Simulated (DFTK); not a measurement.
Crystal: Hf.

```
Hf
1.0
     0.00000    2.22000    2.22000
     2.22000    0.00000    2.22000
     2.22000    2.22000    0.00000
Hf
1
Direct
  0.00000 0.00000 0.00000
```

This isn't the form of Hf at room conditions, which is hcp.

| Property | Result |
| --- | --- |
| Program | DFTK 0.8.2 |
| Task | single point |
| Functional | PBE |
| Potentials or basis | dojo.nc.sr.pbe.v0_4_1.standard.upf (PBE) |
| Cutoff | 952 eV |
| k mesh | 10 × 10 × 10 |
| Occupations | fermi-dirac, width 0.05 eV |
| Spin | no spin polarisation |

On this cell: pressure 3.1 GPa; band gap on the k mesh none (metal or under the smearing width).

The same run follows on a disturbed copy (cell strained at random at fixed volume):

```
CELL_PARAMETERS angstrom
-0.04347 2.20748 2.21336
2.16276 -0.04267 2.21256
2.17201 2.21592 -0.05192
ATOMIC_POSITIONS crystal
Hf 0.00193 0.98878 0.99658
```

Problem. What changes?

Solution. The energy (extrapolated to zero smearing) moves by +8.8 meV/atom; pressure 3.3 GPa; band gap on the k mesh none (metal or under the smearing width).

Stress tensor (GPa, compression positive):
```
3.95 1.30 1.82
1.30 2.99 1.67
1.82 1.67 2.84
```
